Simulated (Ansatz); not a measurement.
**TiTe2: equilibrium volume by level of theory**

Symmetry: P-3m1, No. 164, trigonal system. Conventional cell: a = 3.777 Å, b = 3.777 Å, c = 6.498 Å, α = 90.00°, β = 90.00°, γ = 120.00°. Te (site symmetry 3m) is surrounded by 3 Ti at 2.77 Å. Around Ti (site symmetry -3m) lie 6 Te at 2.77 Å.

| rung | level | program and potentials | cutoff (eV) | k mesh | smearing | core time | chip | equilibrium volume (Å³/atom) | notes |
| --- | --- | --- | --- | --- | --- | --- | --- | --- | --- |
| GGA | PBEsol | Ansatz, Ansatz PAW | 420 | 8 × 8 × 4 | fermi-dirac 0.05 | 21 s | Arm Neoverse V2 | 25.40 | potentials made for PBE, which Ansatz adapts in part |
| LDA | SVWN5 | Ansatz, Ansatz PAW | 420 | 8 × 8 × 4 | fermi-dirac 0.05 | 22 s | Arm Neoverse V1 | 24.57 | potentials made for PBE, which Ansatz adapts in part |
| LDA + U (6.2 eV) | LDA+U (Ti d U = 6.2 eV, fll (the default)) | Ansatz, Ansatz PAW | 420 | 8 × 8 × 4 | fermi-dirac 0.05 | 29 s | Arm Neoverse V2 | 28.44 | potentials made for PBE, which Ansatz adapts in part |
| GGA + U (7 eV) | PBEsol+U (Ti d U = 7 eV, fll (the default)) | Ansatz, Ansatz PAW | 420 | 8 × 8 × 4 | fermi-dirac 0.05 | 40 s | Arm Neoverse V1 | 30.23 | potentials made for PBE, which Ansatz adapts in part |
| hybrid | HSE06 | Ansatz, Ansatz PAW | 420 | 6 × 6 × 4 | fermi-dirac 0.05 | 8.2 min | AMD EPYC 7R13 Zen 3 | 29.10 | potentials made for PBE, which Ansatz adapts in part |
| hybrid | PBE0 | Ansatz, Ansatz PAW | 420 | 6 × 6 × 4 | fermi-dirac 0.05 | 10 min | AMD EPYC 7R13 Zen 3 | 29.01 | potentials made for PBE, which Ansatz adapts in part |

Times are single runs on shared hosts and different chips, so they are rough; meshes, cutoffs and the tasks' sizes weigh on the time. Task: relaxation of cell and atoms. All rows: no spin polarisation. Smearing widths are in eV. For a metal such meshes aren't converged. Meshes differ between rows, which moves values too. Meshes are those of the run's cell of 3 atoms unless a note names another. Relaxations start from the cell shown or near it and stop with a little pressure left. Runs on faulty files, with rough fits or with known faults for this quantity aren't shown. No row holds spin-orbit coupling.

By rung: LDA 24.57; LDA + U (6.2 eV) 28.44; GGA 25.40; GGA + U (7 eV) 30.23; hybrid 29.01 to 29.10 (Å³/atom).
